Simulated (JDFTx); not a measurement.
# PbS (Galena) (Fm-3m) in JDFTx: single point with HSE06

Aim: the single point of PbS (Galena) with HSE06.

All numbers are computed with JDFTx 1.7.0 (patched build); they aren't measurements. Logs are shortened: lines on timing, memory, paths and dates and some standing lists are left out, and cuts for length are marked. The log counts tension as positive stress, the text compression.

### 1 The crystal as given

It takes space group Fm-3m (No. 225, cubic). The conventional cell has a = 5.931 Å, b = 5.931 Å, c = 5.931 Å, α = 90.00°, β = 90.00°, γ = 90.00°. Pb (site symmetry m-3m) is surrounded by 6 S at 2.97 Å. S (site symmetry m-3m) has 6 Pb at 2.97 Å as nearest neighbours.

### 2 Single point, HSE06

Input file PbS.in:

```
lattice Face-Centered Cubic 11.2089105082
coords-type Lattice
ion Pb     0.0000000000     0.0000000000     0.0000000000 1
ion S      0.5000000000     0.5000000000     0.5000000000 1

ion-species pseudo/Pb.upf
ion-species pseudo/S.upf
elec-cutoff 28 224
elec-ex-corr hyb-HSE06
kpoint-folding 3 3 3
elec-smearing Fermi 0.0018374661
elec-n-bands 16
electronic-SCF nIterations 100 energyDiffThreshold 1e-07
electronic-minimize nIterations 30 energyDiffThreshold 1e-7
converge-empty-states yes
forces-output-coords Cartesian

dump-name run.$VAR
dump End Ecomponents EigStats BandEigs Kpoints Forces Stress
```

Potentials or basis: PseudoDojo-SR-PBE-0.4.1-standard (Pb) + PseudoDojo-SR-PBE-0.5-standard (S) with smoothed tails.

Started as:

```sh
$ jdftx -c 1 -i PbS.in -o PbS.out
```

The log of the run:

```text
*************** JDFTx 1.7.0 (patched build) ***************

Input parsed successfully to the following command list (including defaults):
[... the input with its defaults ...]

---------- Setting up symmetries ----------

Found 48 point-group symmetries of the bravais lattice
Found 48 space-group symmetries with basis
Applied RMS atom displacement 0 bohrs to make symmetries exact.

---------- Initializing the Grid ----------
R =
[            0      5.60446      5.60446  ]
[      5.60446            0      5.60446  ]
[      5.60446      5.60446            0  ]
unit cell volume = 352.071
G =
[  -0.560553   0.560553   0.560553  ]
[   0.560553  -0.560553   0.560553  ]
[   0.560553   0.560553  -0.560553  ]
Minimum fftbox size, Smin = [  56  56  56  ]
Chosen fftbox size, S = [  56  56  56  ]

---------- Initializing tighter grid for wavefunction operations ----------
R =
[            0      5.60446      5.60446  ]
[      5.60446            0      5.60446  ]
[      5.60446      5.60446            0  ]
unit cell volume = 352.071
G =
[  -0.560553   0.560553   0.560553  ]
[   0.560553  -0.560553   0.560553  ]
[   0.560553   0.560553  -0.560553  ]
Minimum fftbox size, Smin = [  40  40  40  ]
Chosen fftbox size, S = [  40  40  40  ]

---------- Exchange Correlation functional ----------
Initalized omega-PBE short-ranged GGA exchange.
Initalized PBE GGA exchange.
Initalized PBE GGA correlation.
Will include 0.25 x screened exact exchange with range-parameter 0.11

---------- Setting up pseudopotentials ----------
Width of ionic core gaussian charges (only for fluid interactions / plotting) set to 0

Reading pseudopotential file 'pseudo/Pb.upf':
  'Pb' pseudopotential, 'PBE' functional
  Generated using ONCVPSP code by D. R. Hamann
  14 valence electrons, 3 orbitals, 6 projectors, 1001 radial grid points, with lMax = 2
    5D    l: 2   occupation: 10.0   eigenvalue: -0.778248
    6S    l: 0   occupation:  2.0   eigenvalue: -0.442471
    6P    l: 1   occupation:  2.0   eigenvalue: -0.128539
  Core radius for overlap checks: 2.30 bohrs.

Reading pseudopotential file 'pseudo/S.upf':
  'S' pseudopotential, 'PBE' functional
  Generated using ONCVPSP code by D. R. Hamann
  6 valence electrons, 2 orbitals, 6 projectors, 1001 radial grid points, with lMax = 2
    3S    l: 0   occupation:  2.0   eigenvalue: -0.634163
    3P    l: 1   occupation:  4.0   eigenvalue: -0.257567
  Core radius for overlap checks: 1.43 bohrs.

Initialized 2 species with 2 total atoms.

Folded 1 k-points by 3x3x3 to 27 k-points.

---------- Setting up k-points, bands, fillings ----------
Reduced to 4 k-points under symmetry.
Computing the number of bands and number of electrons
Calculating initial fillings.
nElectrons:  20.000000   nBands: 16   nStates: 4

----- Setting up reduced wavefunction bases (one per k-point) -----
average nbasis = 2485.074 , ideal nbasis = 2491.502

----- Initializing Supercell corresponding to k-point mesh -----
Lattice vector linear combinations in supercell:
[   3   0   0  ]
[   0   3   0  ]
[   0   0   3  ]
Supercell lattice vectors:
[  0  16.8134  16.8134  ]
[  16.8134  0  16.8134  ]
[  16.8134  16.8134  0  ]

--- Setting up screened exchange kernel (omega = 0.11) ---
Creating Wigner-Seitz truncated kernel on k-point supercell with sample count [  126 126 126 ]
Constructing Wigner-Seitz cell: 12 faces (12 quadrilaterals, 0 hexagons)
Gaussian width for range separation: 1.25272 bohrs.
FFT grid for long-range part: [ 126 126 126 ].
Planning fourier transform ... Done.
Computing truncated long-range part in real space ... Done.
Adding short-range part in reciprocal space ... Done.
Splitting supercell kernel to unit-cell with k-points ... Done.

---------- Setting up exact exchange ----------
Optimizing transforms to minimize k-point pairs ... done (1650 steps).
Reduced 729 k-pairs to 183 under symmetries.
Transforms per reduced k-pair: 1 min, 20 max, 11.4 mean.
Per-iteration cost relative to semi-local calculation ~ 200

---------- Setting up ewald sum ----------
Optimum gaussian width for ewald sums = 2.545447 bohr.
Real space sum over 1331 unit cells with max indices [  5  5  5  ]
Reciprocal space sum over 2197 terms with max indices [  6  6  6  ]

---------- Allocating electronic variables ----------
Initializing wave functions:  linear combination of atomic orbitals
Note: number of bands (16) exceeds available atomic orbitals (13)
Initializing semi-local functional for LCAO:
Initalized PBE GGA exchange.
Initalized PBE GGA correlation.
Pb pseudo-atom occupations:   s ( 2 )  p ( 2 )  d ( 10 )
S pseudo-atom occupations:   s ( 2 )  p ( 4 )
	FillingsUpdate:  mu: +0.376103852  nElectrons: 20.000000
LCAOMinimize: Iter:   0  F: -72.9374558446666583  |grad|_K:  1.156e-02  alpha:  1.000e+00
	FillingsUpdate:  mu: +0.354961774  nElectrons: 20.000000
LCAOMinimize: Iter:   1  F: -72.9685303949312498  |grad|_K:  2.578e-03  alpha:  3.460e-01  linmin: -3.650e-01  cgtest:  9.101e-01
LCAOMinimize: Encountered beta<0, resetting CG.
[... 8 lines of inner loops ...]
LCAOMinimize: Encountered beta<0, resetting CG.
	FillingsUpdate:  mu: +0.349783984  nElectrons: 20.000000
LCAOMinimize: Iter:   6  F: -72.9699388625800509  |grad|_K:  2.952e-08  alpha:  7.856e-01  linmin:  1.002e-02  cgtest: -1.079e-01
LCAOMinimize: Converged (|Delta F|<1.000000e-06 for 2 iters).

-------- Electronic minimization -----------
Will mix electronic density at each iteration.
Constructing ACE exchange operator ... done.

	FillingsUpdate:  mu: +0.349783984  nElectrons: 20.000000
	FillingsUpdate:  mu: +0.332618337  nElectrons: 20.000000
SCF: Cycle:  0   F: -69.715023249745784   dF: -5.136e-02   |Residual|: 8.437e-02   |deigs|: 1.160e-01
	FillingsUpdate:  mu: +0.328317969  nElectrons: 20.000000
SCF: Cycle:  1   F: -69.714545162146408   dF: +4.781e-04   |Residual|: 2.913e-02   |deigs|: 1.623e-02
	FillingsUpdate:  mu: +0.326892659  nElectrons: 20.000000
SCF: Cycle:  2   F: -69.712618010569940   dF: +1.927e-03   |Residual|: 4.626e-03   |deigs|: 6.372e-03
	FillingsUpdate:  mu: +0.327173569  nElectrons: 20.000000
SCF: Cycle:  3   F: -69.712780220403729   dF: -1.622e-04   |Residual|: 2.040e-03   |deigs|: 4.239e-04
	FillingsUpdate:  mu: +0.327226396  nElectrons: 20.000000
SCF: Cycle:  4   F: -69.712734823957049   dF: +4.540e-05   |Residual|: 2.548e-04   |deigs|: 1.789e-04
	FillingsUpdate:  mu: +0.327258058  nElectrons: 20.000000
SCF: Cycle:  5   F: -69.712754778966300   dF: -1.996e-05   |Residual|: 1.113e-04   |deigs|: 1.125e-04
	FillingsUpdate:  mu: +0.327275012  nElectrons: 20.000000
SCF: Cycle:  6   F: -69.712747026797004   dF: +7.752e-06   |Residual|: 3.219e-05   |deigs|: 7.024e-05
	FillingsUpdate:  mu: +0.327278576  nElectrons: 20.000000
SCF: Cycle:  7   F: -69.712751242211354   dF: -4.215e-06   |Residual|: 1.256e-05   |deigs|: 5.358e-05
	FillingsUpdate:  mu: +0.327280325  nElectrons: 20.000000
SCF: Cycle:  8   F: -69.712748506257427   dF: +2.736e-06   |Residual|: 1.152e-05   |deigs|: 4.006e-05
	FillingsUpdate:  mu: +0.327280962  nElectrons: 20.000000
SCF: Cycle:  9   F: -69.712750648046594   dF: -2.142e-06   |Residual|: 3.544e-06   |deigs|: 3.099e-05
	FillingsUpdate:  mu: +0.327281218  nElectrons: 20.000000
SCF: Cycle: 10   F: -69.712749508432395   dF: +1.140e-06   |Residual|: 4.221e-06   |deigs|: 2.181e-05
	FillingsUpdate:  mu: +0.327280824  nElectrons: 20.000000
SCF: Cycle: 11   F: -69.712750208496672   dF: -7.001e-07   |Residual|: 6.117e-06   |deigs|: 1.806e-05
	FillingsUpdate:  mu: +0.327281274  nElectrons: 20.000000
SCF: Cycle: 12   F: -69.712749874119424   dF: +3.344e-07   |Residual|: 4.658e-06   |deigs|: 1.575e-05
	FillingsUpdate:  mu: +0.327283836  nElectrons: 20.000000
[... 69 lines left out ...]
	FillingsUpdate:  mu: +0.326727491  nElectrons: 20.000000
SCF: Cycle: 23   F: -69.709001883232446   dF: -2.061e-07   |Residual|: 4.993e-06   |deigs|: 5.403e-06
	FillingsUpdate:  mu: +0.326728038  nElectrons: 20.000000
SCF: Cycle: 24   F: -69.709003279353496   dF: -1.396e-06   |Residual|: 5.739e-06   |deigs|: 2.358e-06
	FillingsUpdate:  mu: +0.326727772  nElectrons: 20.000000
SCF: Cycle: 25   F: -69.709003146093366   dF: +1.333e-07   |Residual|: 3.252e-06   |deigs|: 1.299e-06
	FillingsUpdate:  mu: +0.326727586  nElectrons: 20.000000
SCF: Cycle: 26   F: -69.709002776487665   dF: +3.696e-07   |Residual|: 8.307e-07   |deigs|: 1.102e-06
	FillingsUpdate:  mu: +0.326727661  nElectrons: 20.000000
SCF: Cycle: 27   F: -69.709002781905511   dF: -5.418e-09   |Residual|: 8.570e-07   |deigs|: 3.527e-07
	FillingsUpdate:  mu: +0.326727732  nElectrons: 20.000000
SCF: Cycle: 28   F: -69.709002764958953   dF: +1.695e-08   |Residual|: 8.119e-07   |deigs|: 1.027e-07
	FillingsUpdate:  mu: +0.326727723  nElectrons: 20.000000
SCF: Cycle: 29   F: -69.709002704096122   dF: +6.086e-08   |Residual|: 5.204e-07   |deigs|: 2.026e-08
	FillingsUpdate:  mu: +0.326727705  nElectrons: 20.000000
SCF: Cycle: 30   F: -69.709002712718515   dF: -8.622e-09   |Residual|: 4.189e-07   |deigs|: 5.189e-08
	FillingsUpdate:  mu: +0.326727662  nElectrons: 20.000000
SCF: Cycle: 31   F: -69.709002682805234   dF: +2.991e-08   |Residual|: 3.000e-07   |deigs|: 1.308e-07
	FillingsUpdate:  mu: +0.326727662  nElectrons: 20.000000
SCF: Cycle: 32   F: -69.709002689140334   dF: -6.335e-09   |Residual|: 1.548e-07   |deigs|: 1.189e-07
	FillingsUpdate:  mu: +0.326727652  nElectrons: 20.000000
SCF: Cycle: 33   F: -69.709002664722263   dF: +2.442e-08   |Residual|: 3.639e-08   |deigs|: 1.753e-08
	FillingsUpdate:  mu: +0.326727653  nElectrons: 20.000000
SCF: Cycle: 34   F: -69.709002665536161   dF: -8.139e-10   |Residual|: 2.122e-08   |deigs|: 1.631e-09
SCF: Converged (|Residual|<1.000000e-07 for 2 iters).

	FillingsUpdate:  mu: +0.326727653  nElectrons: 20.000000
VxxLoop: Iter:  1   F: -69.709002665536161   dF: +3.748e-03
Constructing ACE exchange operator ... done.

	FillingsUpdate:  mu: +0.326834399  nElectrons: 20.000000
SCF: Cycle:  0   F: -69.708554284577772   dF: +4.484e-04   |Residual|: 6.337e-04   |deigs|: 1.847e-04
	FillingsUpdate:  mu: +0.326834388  nElectrons: 20.000000
SCF: Cycle:  1   F: -69.708553483037292   dF: +8.015e-07   |Residual|: 6.394e-04   |deigs|: 1.050e-05
	FillingsUpdate:  mu: +0.326834386  nElectrons: 20.000000
[... 22 further cycles ...]
SCF: Cycle: 24   F: -69.708497378217047   dF: -8.928e-08   |Residual|: 7.229e-06   |deigs|: 8.435e-07
	FillingsUpdate:  mu: +0.326775320  nElectrons: 20.000000
SCF: Cycle: 25   F: -69.708497430786636   dF: -5.257e-08   |Residual|: 7.422e-06   |deigs|: 1.354e-07
SCF: Converged (|Delta E|<1.000000e-07 for 2 iters).

	FillingsUpdate:  mu: +0.326775320  nElectrons: 20.000000
VxxLoop: Iter:  2   F: -69.708497430786636   dF: +5.052e-04
Constructing ACE exchange operator ... done.

	FillingsUpdate:  mu: +0.326788550  nElectrons: 20.000000
SCF: Cycle:  0   F: -69.708462093834484   dF: +3.534e-05   |Residual|: 5.730e-05   |deigs|: 3.439e-05
	FillingsUpdate:  mu: +0.326788531  nElectrons: 20.000000
SCF: Cycle:  1   F: -69.708462185774479   dF: -9.194e-08   |Residual|: 5.930e-05   |deigs|: 2.857e-06
	FillingsUpdate:  mu: +0.326787934  nElectrons: 20.000000
[... 12 further cycles ...]
SCF: Cycle: 14   F: -69.708457039139688   dF: -9.659e-08   |Residual|: 6.138e-06   |deigs|: 5.606e-07
	FillingsUpdate:  mu: +0.326781761  nElectrons: 20.000000
SCF: Cycle: 15   F: -69.708457060975675   dF: -2.184e-08   |Residual|: 6.321e-06   |deigs|: 2.296e-07
SCF: Converged (|Delta E|<1.000000e-07 for 2 iters).

	FillingsUpdate:  mu: +0.326781761  nElectrons: 20.000000
VxxLoop: Iter:  3   F: -69.708457060975675   dF: +4.037e-05
Constructing ACE exchange operator ... done.

	FillingsUpdate:  mu: +0.326784155  nElectrons: 20.000000
SCF: Cycle:  0   F: -69.708454365704753   dF: +2.695e-06   |Residual|: 6.331e-06   |deigs|: 7.579e-06
	FillingsUpdate:  mu: +0.326783458  nElectrons: 20.000000
SCF: Cycle:  1   F: -69.708454040106886   dF: +3.256e-07   |Residual|: 2.104e-06   |deigs|: 1.418e-06
	FillingsUpdate:  mu: +0.326782749  nElectrons: 20.000000
[... 22 further cycles ...]
SCF: Cycle: 24   F: -69.708454080927496   dF: -4.886e-09   |Residual|: 9.734e-07   |deigs|: 3.419e-08
	FillingsUpdate:  mu: +0.326782953  nElectrons: 20.000000
SCF: Cycle: 25   F: -69.708454082549153   dF: -1.622e-09   |Residual|: 7.961e-07   |deigs|: 6.386e-08
SCF: Converged (|Delta E|<1.000000e-07 for 2 iters).

	FillingsUpdate:  mu: +0.326782953  nElectrons: 20.000000
VxxLoop: Iter:  4   F: -69.708454082549153   dF: +2.978e-06
Constructing ACE exchange operator ... done.

	FillingsUpdate:  mu: +0.326783255  nElectrons: 20.000000
SCF: Cycle:  0   F: -69.708453402658549   dF: +6.799e-07   |Residual|: 6.450e-07   |deigs|: 3.758e-06
	FillingsUpdate:  mu: +0.326783241  nElectrons: 20.000000
SCF: Cycle:  1   F: -69.708453396004572   dF: +6.654e-09   |Residual|: 1.255e-06   |deigs|: 6.212e-07
	FillingsUpdate:  mu: +0.326783237  nElectrons: 20.000000
SCF: Cycle:  2   F: -69.708453449514181   dF: -5.351e-08   |Residual|: 7.944e-07   |deigs|: 3.422e-07
	FillingsUpdate:  mu: +0.326783233  nElectrons: 20.000000
SCF: Cycle:  3   F: -69.708453452839947   dF: -3.326e-09   |Residual|: 8.370e-07   |deigs|: 1.335e-07
SCF: Converged (|Delta E|<1.000000e-07 for 2 iters).
[... 13 lines left out ...]
	FillingsUpdate:  mu: +0.326783125  nElectrons: 20.000000
VxxLoop: Iter:  6   F: -69.708453243071318   dF: +2.098e-07
Constructing ACE exchange operator ... done.

	FillingsUpdate:  mu: +0.326782982  nElectrons: 20.000000
SCF: Cycle:  0   F: -69.708453215306022   dF: +2.777e-08   |Residual|: 2.969e-07   |deigs|: 2.771e-07
	FillingsUpdate:  mu: +0.326783034  nElectrons: 20.000000
SCF: Cycle:  1   F: -69.708453231908933   dF: -1.660e-08   |Residual|: 1.011e-07   |deigs|: 1.560e-07
	FillingsUpdate:  mu: +0.326783083  nElectrons: 20.000000
SCF: Cycle:  2   F: -69.708453246906643   dF: -1.500e-08   |Residual|: 1.025e-07   |deigs|: 1.380e-07
SCF: Converged (|Delta E|<1.000000e-07 for 2 iters).

	FillingsUpdate:  mu: +0.326783083  nElectrons: 20.000000
VxxLoop: Iter:  7   F: -69.708453246906643   dF: -3.835e-09
Setting wave functions to eigenvectors of Hamiltonian
Converging empty states (this may take a while): |deigs|: 2.519e-06
Computing exact exchange ... done.

# Stress tensor in Cartesian coordinates [Eh/a0^3]:
[  2.72983e-05            0            0  ]
[            0  2.72983e-05            0  ]
[            0            0  2.72983e-05  ]

# Ionic positions in lattice coordinates:
ion Pb   0.000000000000000   0.000000000000000   0.000000000000000 1
ion S   0.500000000000000   0.500000000000000   0.500000000000000 1

# Forces in Cartesian coordinates:
force Pb  -0.000000000000000   0.000000000000000   0.000000000000000 1
force S  -0.000000000000000  -0.000000000000000   0.000000000000000 1

# Energy components:
   Eewald =      -55.6148220175670716
       EH =       14.8718871076430652
     Eloc =      -42.7728398680231550
      Enl =      -12.6102775308995021
      Exc =      -18.1496920486282569
 Exc_core =        8.4263809773391554
      EXX =       -1.5867302063472652
       KE =       37.7276403395765669
-------------------------------------
     Etot =      -69.7084532469064584
       TS =        0.0000000000001804
-------------------------------------
        F =      -69.7084532469066431

IonicMinimize: Iter:   0  F: -69.708453246906643  |grad|_K:       -nan
IonicMinimize: None of the convergence criteria satisfied after 0 iterations.

#--- Lowdin population analysis ---
# oxidation-state Pb +0.502
# oxidation-state S -0.449

Dumping 'run.eigStats' ...
	eMin: -0.323623 at state 2 ( [ +0.000000 +0.333333 +0.333333 ] spin 0 )
	HOMO: +0.278037 at state 1 ( [ +0.000000 +0.000000 +0.333333 ] spin 0 )
	mu  : +0.326783
	LUMO: +0.375531 at state 1 ( [ +0.000000 +0.000000 +0.333333 ] spin 0 )
	eMax: +0.745194 at state 2 ( [ +0.000000 +0.333333 +0.333333 ] spin 0 )
	HOMO-LUMO gap: +0.097494
	Optical gap  : +0.097494 at state 1 ( [ +0.000000 +0.000000 +0.333333 ] spin 0 )
Done!
[note: mu as printed may lie anywhere between the filled and the empty levels]
```

It took 24 min on 1 thread of Intel Xeon Platinum 8259CL at 2.50GHz (Skylake/Cascade Lake), shared host; peak memory 0.21 GiB.

Results:

| Quantity | Value |
| --- | --- |
| Free energy | -1896.8636 eV |
| Pressure | -0.8 GPa |
| Loewdin charges | Pb +0.50; S -0.45 e |

Caveat: the k mesh is coarse (spacing up to 0.61 Å⁻¹), so the values aren't converged, least of all with exact exchange; this odd mesh misses L, where the gap lies, so gap, dielectric constants and Born charges aren't listed; this program's HSE differs a little from the usual definition; the hybrid runs on potentials with a model core; the potentials were made for another functional, which shifts forces and pressure. The run has no spin-orbit coupling, so splittings on Pb are missing.

### 3 For comparison

An earlier run on the cell as given: functional PBEsol; potentials or basis PseudoDojo-SR-PBEsol-0.4.1-standard with smoothed tails; cutoff 762 eV; density cutoff 6095 eV; k mesh 8 × 8 × 8; occupations fermi-dirac, width 0.05 eV; no spin polarisation.

* Pressure: -0.8 GPa
* Band gap on the k mesh: 0.26 eV, direct
* Loewdin charges: Pb +0.45; S -0.41 e
